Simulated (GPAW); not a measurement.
The system is Te2Mo.

```
Te Mo
1.0
     3.51820    0.00000    0.00000
    -1.75910    3.04685    0.00000
     0.00000    0.00000   13.97360
Te Mo
4 2
Cartesian
  1.7591 1.0156 5.2960
  0.0000 2.0312 12.2828
  0.0000 2.0312 8.6776
  1.7591 1.0156 1.6908
  1.7591 1.0156 10.4802
  0.0000 2.0312 3.4934
```

```yaml
Program: GPAW 26.7.0
Task: relaxation of cell and atoms
Functional: PBE
Dispersion: D4
Potentials_or_basis: GPAW PAW data sets (gpaw-data 1.2.1)
Cutoff: 600 eV
Basis: pw
k_mesh: 5 × 5 × 2
Occupations: fermi-dirac, width 0.05 eV
Spin: no spin polarisation
```

At the start: pressure -1.0 GPa; volume 24.96 Å³/atom.

How do energy, volume and symmetry change on relaxing?

Over 10 steps the energy falls by 4.1 meV/atom and the volume is 24.06 Å³/atom (-3.6 %); space group P6_3/mmc (No. 194, to 0.05 Å).

Step by step:
```
step  energy change (eV)  largest force (eV/Å)  pressure (GPa)  volume (Å³)
   1              0.0000                0.0862           -0.97       149.79
   2             -0.0014                0.0826           -0.94       149.63
   3             -0.0173                0.0031           -0.03       145.66
   4             -0.0177                0.0044           -0.04       145.73
   5             -0.0205                0.0680            0.08       145.74
   6             -0.0221                0.0954            0.23       145.28
   7             -0.0234                0.0877            0.35       144.56
   8             -0.0240                0.0523            0.29       144.24
   9             -0.0244                0.0129            0.12       144.24
  10             -0.0244                0.0013            0.02       144.38
```

Final structure:
```yaml
crystal:
  lattice:
    - [3.49506, 0.00000, 0.00000]
    - [-1.74753, 3.02681, 0.00000]
    - [0.00000, 0.00000, 13.64778]
  atoms:
    - { symbol: Te, position: [0.66667, 0.33333, 0.38273] }
    - { symbol: Te, position: [0.33333, 0.66667, 0.88273] }
    - { symbol: Te, position: [0.33333, 0.66667, 0.61727] }
    - { symbol: Te, position: [0.66667, 0.33333, 0.11727] }
    - { symbol: Mo, position: [0.66667, 0.33333, 0.75000] }
    - { symbol: Mo, position: [0.33333, 0.66667, 0.25000] }
```

Caveat: the k mesh is coarse; later steps reuse the first step's grids.
